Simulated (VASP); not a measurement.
# H₂: convergence, molecular dynamics at constant energy

H₂, molecule in box, 2 atoms in the cell. PBE, molecular dynamics; PAW potentials H (PBE set). VASP 6.6.1.

Wanted: spread of the conserved energy within 0.5 meV/atom.

Ensemble: NVE; Starting temperature (K): 300; Hydrogen mass (amu): natural.

POSCAR:
```
H
1.0
   10.0000000000      0.0000000000      0.0000000000
    0.0000000000     10.0000000000      0.0000000000
    0.0000000000      0.0000000000     10.0000000000
H
2
Direct
    0.5332300000      0.4921800000      0.5199500000
    0.4693700000      0.5120200000      0.4868500000
```

## Time step (fs)

| Time step (fs) | Spread of the conserved energy (meV/atom) | Time (s) |
|---|---|---|
| 3 | no result | 29 |
| 2 | 11.19 | 21 |
| 1.5 | 2.42 | 28 |
| 1 | 0.84 | 27 |
| 0.75 | 0.45 | 34 |
| 0.5 | 0.20 | 50 |
| 0.25 (reference) | 0.05 | 117 |

Chosen: 0.75, the loosest value from which every tighter one stays within the tolerance.

## All choices together

| Input | Spread of the conserved energy (meV/atom) | Time (s) |
|---|---|---|
| chosen settings | 0.45 | 34 |
| reference settings throughout | 0.05 | 117 |

The tolerance is met.

## The input

INCAR:
```
SYSTEM = H
GGA = PE
PREC = Normal
ENCUT = 250
EDIFF = 1E-6
NELMIN = 4
NELM = 60
ALGO = Normal
LREAL = Auto
LASPH = .TRUE.
ISMEAR = 0
SIGMA = 0.05
ISYM = 0
LWAVE = .FALSE.
LCHARG = .FALSE.
IBRION = 0
NSW = 53
POTIM = 0.75
TEBEG = 300
MDALGO = 1
ANDERSEN_PROB = 0.0
ISIF = 0
RANDOM_SEED = 896209 0 0
NCORE = 4
```

KPOINTS:
```
k-points
0
Gamma
  1 1 1
```

Commands:
```
cat potpaw_PBE.64/H/POTCAR > POTCAR
mpirun -np 4 vasp_gam > vasp.out
```

Limits: 40 fs of 2 atoms are too short for converged averages; so short a run can't show a slow drift of the energy.

The chosen input took VASP 6.6.1 34 s on 4 cores (Intel Xeon Platinum 8259CL @ 2.50GHz (Skylake/Cascade Lake)), a shared host.

## An input that fails: time step far too long

It gives no converged result.

Changes against the starting input:
```
- NSW = 80
- POTIM = 0.5
+ NSW = 20
+ POTIM = 5
```
